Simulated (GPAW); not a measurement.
Crystal: Pb.

```
Pb
1.0
     0.00000    2.47502    2.47502
     2.47502    0.00000    2.47502
     2.47502    2.47502    0.00000
Pb
1
Cartesian
  0.0000 0.0000 0.0000
```

Base run:

```yaml
Program: GPAW 26.7.0
Functional: LDA
Potentials_or_basis: the program's PAW data sets (release 1.2.1) made for this functional
Cutoff: 450 eV
Basis: pw
k_mesh: 8 × 8 × 8
Occupations: fermi-dirac, width 0.01 eV
Spin: no spin polarisation
```

Its results: band gap on the k mesh none (metal or under the smearing width); pressure -3.1 GPa.

The run is repeated on the same cell with these changes: cutoff from 450 eV to 500 eV; occupations from fermi-dirac, width 0.01 eV to fermi-dirac, width 0.05 eV. What comes out?

Band gap on the k mesh none (metal or under the smearing width); pressure -2.4 GPa.

Caveats: the cutoff is short for stress and forces, so pressures can be off by a GPa or more.

Not every run made on this cell is shown here.
